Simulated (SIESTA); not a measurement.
Wanted: the native input for a SIESTA 5.4.2 run.

- Task: band structure
- Functional: PBEsol
- Potentials or basis: PseudoDojo 0.4 standard (PBEsol files)
- Basis: DZP (energy shift 0.003 Ry; two zetas on semicore shells)
- Grid cutoff: 800 Ry
- Energy shift: 0.003 Ry
- k mesh: 9 × 9 × 9
- Occupations: fermi-dirac, width 0.05 eV
- Spin: no spin polarisation

NaH:

```
Na H
1.0
     0.00000    2.44000    2.44000
     2.44000    0.00000    2.44000
     2.44000    2.44000    0.00000
Na H
1 1
Direct
  0.00000 0.00000 0.00000
  0.50000 0.50000 0.50000
```

One way to write it, as run:

NaH.fdf

```
SystemName                      NaH
SystemLabel                     NaH
NumberOfSpecies                 2
NumberOfAtoms                   2
%block ChemicalSpeciesLabel
  1  11 Na
  2   1 H
%endblock ChemicalSpeciesLabel

LatticeConstant                 1.0 Ang
%block LatticeVectors
     0.0000000000     2.4400000000     2.4400000000
     2.4400000000     0.0000000000     2.4400000000
     2.4400000000     2.4400000000     0.0000000000
%endblock LatticeVectors
AtomicCoordinatesFormat         Fractional
%block AtomicCoordinatesAndAtomicSpecies
     0.0000000000     0.0000000000     0.0000000000  1  Na
     0.5000000000     0.5000000000     0.5000000000  2  H
%endblock AtomicCoordinatesAndAtomicSpecies

%block kgrid.MonkhorstPack
    9   0   0  0.0
    0   9   0  0.0
    0   0   9  0.0
%endblock kgrid.MonkhorstPack
XC.Functional                   GGA
XC.Authors                      PBEsol
PAO.BasisSize                   DZP
PAO.EnergyShift                 0.003 Ry
Mesh.Cutoff                     800 Ry
OccupationFunction              FD
ElectronicTemperature           0.05 eV
MaxSCFIterations                120
SCF.MustConverge                false
SCF.Mixer.Method                Pulay
SCF.Mixer.Weight                0.25
SCF.Mixer.History               8
SCF.DM.Tolerance                5.0e-05
SCF.H.Tolerance                 1.0e-03 eV
WriteForces                     true
Charge.Mulliken                 end
BandLinesScale                  ReciprocalLatticeVectors
%block BandLines
    1    0.000000   0.000000   0.000000  \Gamma
   12    0.500000   0.000000   0.500000  X
    6    0.500000   0.250000   0.750000  W
    4    0.375000   0.375000   0.750000  K
   13    0.000000   0.000000   0.000000  \Gamma
   11    0.500000   0.500000   0.500000  L
    8    0.625000   0.250000   0.625000  U
    4    0.500000   0.250000   0.750000  W
    9    0.500000   0.500000   0.500000  L
    8    0.375000   0.375000   0.750000  K
    1    0.625000   0.250000   0.625000  U
    4    0.500000   0.000000   0.500000  X
%endblock BandLines
%block PAO.Basis
  Na 4
  n=2 0 2
    2.925 0.000
  n=3 0 2
    9.500 0.000
  n=2 1 2
    3.442 0.000
  n=3 1 1
    9.500
%endblock PAO.Basis
```

Potentials or basis: PseudoDojo 0.4 standard (PBEsol files), DZP (energy shift 0.003 Ry; two zetas on semicore shells).

Command:

```bash
$ siesta NaH.fdf > NaH.out 2>&1
```

It gave:

The pressure is -0.9 GPa. The band gap along the path is 3.58 eV, indirect (least direct gap 4.50 eV).

Caveat: the basis of atomic orbitals isn't converged, which shifts pressures, moduli and gaps.

It took 17 s on 1 thread of Arm Neoverse V2, with other jobs on the host, peak memory 0.22 GiB.
